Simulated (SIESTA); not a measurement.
Runs of SIESTA 5.4.2 on KMgF3. Symmetry: Pm-3m, No. 221, cubic system. Conventional cell: a = 3.986 Å, b = 3.986 Å, c = 3.986 Å, α = 90.00°, β = 90.00°, γ = 90.00°. Around K (site symmetry m-3m) lie 12 F at 2.82 Å. Mg (site symmetry m-3m) is surrounded by 6 F at 1.99 Å. Around F (site symmetry 4/mmm) lie 2 Mg at 1.99 Å. 

| cell | gap on the mesh (eV) | pressure (GPa) |
| --- | --- | --- |
| relaxed to 5 GPa | 7.48 | 5.0 |
| relaxed to 10 GPa | (a) | 9.9 |
| relaxed to 20 GPa | 8.53 | 20.0 |
| relaxed | 7.04 | 0.0 |

Alike in all rows: task relaxation of cell and atoms; level PBEsol; potentials or basis PseudoDojo 0.4 standard (PBEsol files), DZP (energy shift 0.003 Ry; two zetas on semicore shells; d shell added on K); no spin polarisation; k mesh 5 × 5 × 5; smearing fermi-dirac 0.05 eV; grid cutoff 800 Ry; energy shift 0.003 Ry.

**Question.** Estimate the missing entries.

**Answer.** (a) 7.88.

Caveats: an odd mesh through Γ misses points on the zone boundary, where band edges often lie; the basis of atomic orbitals isn't converged, which shifts pressures, moduli and gaps.
